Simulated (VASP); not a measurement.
The input files of a VASP run:

### KPOINTS
```
Automatic mesh
0
Gamma
6 6 6
0 0 0
```

### INCAR
```
PREC = Accurate
ISMEAR = 0   ! Gaussian
ISIF = 2   ! forces and stress, cell fixed
SYSTEM = MgAl2O4
LWAVE = .FALSE.
NELM = 100   ! most electronic steps
EDIFF = 1E-6   ! SCF stop (eV)
ENCUT = 400   ! plane-wave cut-off (eV)
ALGO = Normal
LASPH = .TRUE.
LCHARG = .FALSE.
GGA = PE   ! PBE
LREAL = Auto   ! projection in real space or not
SIGMA = 0.5
```

**POSCAR**
```
MgAl2O4
1
    0.0000000000     4.1298870000     4.1298870000
    4.1298870000     0.0000000000     4.1298870000
    4.1298870000     4.1298870000     0.0000000000
Mg Al O
2 4 8
Direct
  0.2500000000   0.2500000000   0.2500000000
  0.0000000000   0.0000000000   0.0000000000
  0.1250000000   0.6250000000   0.6250000000
  0.6250000000   0.6250000000   0.1250000000
  0.6250000000   0.1250000000   0.6250000000
  0.6250000000   0.6250000000   0.6250000000
  0.8612800000   0.8612800000   0.8612800000
  0.8338400000   0.3887200000   0.3887200000
  0.8612800000   0.8612800000   0.4161600000
  0.3887200000   0.8338400000   0.3887200000
  0.4161600000   0.8612800000   0.8612800000
  0.3887200000   0.3887200000   0.3887200000
  0.8612800000   0.4161600000   0.8612800000
  0.3887200000   0.3887200000   0.8338400000
```

POTCAR, in this order: Mg Al O (PBE.64 set). Program: vasp_std.

Q: Translate this PBE calculation to Quantum ESPRESSO's pw.x.

A: One equivalent input (not run):
```
&CONTROL
  calculation = 'scf'
  pseudo_dir = './pseudo'
  outdir = './out'
  tprnfor = .true.
  tstress = .true.
/
&SYSTEM
  ibrav = 0
  nat = 14
  ntyp = 3
  ecutwfc = 84
  occupations = 'smearing'
  smearing = 'gaussian'
  degauss = 0.03675
  input_dft = 'pbe'
/
&ELECTRONS
  conv_thr = 7.3e-08
  electron_maxstep = 100
/
ATOMIC_SPECIES
  Mg 24.305 Mg.upf
  Al 26.982 Al.upf
  O 15.999 O.upf
CELL_PARAMETERS angstrom
     0.0000000    4.1298870    4.1298870
     4.1298870    0.0000000    4.1298870
     4.1298870    4.1298870    0.0000000
ATOMIC_POSITIONS crystal
  Mg   0.2500000  0.2500000  0.2500000
  Mg   0.0000000  0.0000000  0.0000000
  Al   0.1250000  0.6250000  0.6250000
  Al   0.6250000  0.6250000  0.1250000
  Al   0.6250000  0.1250000  0.6250000
  Al   0.6250000  0.6250000  0.6250000
  O    0.8612800  0.8612800  0.8612800
  O    0.8338400  0.3887200  0.3887200
  O    0.8612800  0.8612800  0.4161600
  O    0.3887200  0.8338400  0.3887200
  O    0.4161600  0.8612800  0.8612800
  O    0.3887200  0.3887200  0.3887200
  O    0.8612800  0.4161600  0.8612800
  O    0.3887200  0.3887200  0.8338400
K_POINTS automatic
  6 6 6 0 0 0
```
Limits of the translation: the potentials are each code's own (VASP's PAW set, PseudoDojo norm-conserving files in pw.x), so ENCUT and ecutwfc are chosen apart and not converted; conv_thr bounds pw.x's estimated SCF error, while EDIFF bounds the energy change between steps.

The structure comes from a computed database's MgAl2O4 entry; how it stands against other phases isn't given here. The cell was not relaxed at this level. The run is one of a series of settings (SIGMA = 0.5 against the base run), some of them coarse on purpose.
